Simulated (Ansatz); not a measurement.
Crystal: AgBr.

```
Ag Br
1.0
     0.00000    2.87015    2.87015
     2.87015    0.00000    2.87015
     2.87015    2.87015    0.00000
Ag Br
1 1
Direct
  0.00000 0.00000 0.00000
  0.50000 0.50000 0.50000
```

- Program: Ansatz 0.2.0
- Task: relaxation of cell and atoms
- Functional: B3LYP
- Potentials or basis: Ansatz PAW
- Cutoff: 420 eV (not typed: the program's choice for these potentials)
- k mesh: 4 × 4 × 4
- Occupations: fermi-dirac, width 0.05 eV
- Spin: no spin polarisation

At the start: volume 23.64 Å³/atom.

**Question.** How do energy, volume and symmetry change on relaxing?

**Answer.** It ends after 5 steps and the volume is 26.60 Å³/atom (+12.5 %); space group Fm-3m (No. 225, to 0.05 Å).

Step by step:
| step | energy change (eV) | largest force (eV/Å) | volume (Å³) |
| --- | --- | --- | --- |
| 1 | 0.0000 | 0.0000 | 47.29 |
| 2 | -0.0810 | 0.0000 | 54.28 |
| 3 | -0.0835 | 0.0000 | 53.45 |
| 4 | -0.0837 | 0.0000 | 53.20 |
| 5 | -0.0866 | 0.0000 | 53.20 |

Final structure:
```yaml
crystal:
  lattice:
    - [0.00000, 2.98505, 2.98505]
    - [2.98505, 0.00000, 2.98505]
    - [2.98505, 2.98505, 0.00000]
  atoms:
    - { symbol: Ag, position: [0.00000, 0.00000, 0.00000] }
    - { symbol: Br, position: [0.50000, 0.50000, 0.50000] }
```

Caveat: the k mesh is coarse (spacing up to 0.47 Å⁻¹), so the values aren't converged, least of all with exact exchange; the plane-wave basis is chosen anew once the cell has moved, so the energies of steps on either side of that aren't comparable; the volume moved by +12 % from the deposited cell, more than functionals usually miss; the PAW data sets come from PBE, with cores solved anew for the run's functional, which leaves a small shift of forces and pressure.
